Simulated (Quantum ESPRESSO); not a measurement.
SrO:

```
CELL_PARAMETERS angstrom
0.00000 2.56630 2.56630
2.56630 0.00000 2.56630
2.56630 2.56630 0.00000
ATOMIC_POSITIONS crystal
Sr 0.50000 0.50000 0.50000
O 0.00000 0.00000 0.00000
```

| Quantity | Value |
| --- | --- |
| Program | Quantum ESPRESSO 7.5 |
| Task | phonon dispersion |
| Functional | PBE |
| Potentials or basis | GBRV 1.5 PBE |
| Cutoff | 612 eV |
| Density cutoff | 4898 eV |
| k mesh | 4 × 4 × 4, shifted |
| Occupations | fermi-dirac, width 0.05 eV |
| Spin | no spin polarisation |
| Mixing beta | 0.5 |
| Most SCF iterations | 120 |
| SCF threshold | 4e-10 Ry |
| q mesh | 2 × 2 × 2 |

The cell and the atoms were relaxed first, to 17.53 Å³/atom (a = 3.674 Å, b = 3.674 Å, c = 3.674 Å, α = 60.00°, β = 60.00°, γ = 60.00°), and the response was taken there.

The first run showed a gap, so the response started from a second, tighter run with fixed occupations.

Is this structure dynamically stable at this level, and how far does the spectrum reach?

Yes, as far as this q mesh shows: no mode on the path is imaginary. The highest frequency is 448 cm⁻¹.

Phonon frequencies at the corners of the path (cm⁻¹, interpolated; i marks imaginary ones):
| point | frequencies |
| --- | --- |
| Γ | 0 0 0 191 191 448 |
| X | 122 122 177 224 224 307 |
| W | 134 160 160 260 280 280 |
| K | 114 160 170 233 288 298 |
| L | 99 99 223 258 258 414 |
| U | 114 160 170 233 288 298 |

Harmonic thermodynamics per atom at this volume (zero-point energy 39.0 meV, Debye temperature from the second moment 427 K):
```csv
T (K),free energy (meV),entropy (k_B),heat capacity Cv (k_B)
50,38.8,0.24,0.60
100,36.2,0.97,1.57
200,21.5,2.39,2.45
298.15,-3.4,3.43,2.72
500,-76.6,4.89,2.89
800,-222.1,6.26,2.96
```

Phonon states per cell in windows of 20 cm⁻¹ (negative: imaginary):
```csv
from (cm⁻¹),total,Sr,O
0,0.00,0.00,0.00
20,0.01,0.00,0.00
40,0.03,0.03,0.00
60,0.10,0.09,0.01
80,0.37,0.36,0.01
100,0.85,0.83,0.01
120,0.50,0.49,0.01
140,0.30,0.30,0.01
160,0.43,0.41,0.02
180,0.33,0.31,0.02
200,0.16,0.07,0.09
220,0.57,0.01,0.56
240,0.84,0.01,0.83
260,0.46,0.01,0.45
280,0.04,0.00,0.04
300,0.12,0.00,0.12
320,0.15,0.00,0.14
340,0.15,0.00,0.14
360,0.16,0.01,0.15
380,0.17,0.01,0.16
400,0.16,0.01,0.14
420,0.08,0.01,0.07
440,0.01,0.00,0.01
```

A q mesh this small can miss soft modes between its points.

Caveat: the q mesh is small, so phonon branches between its points and thermal values are rough.
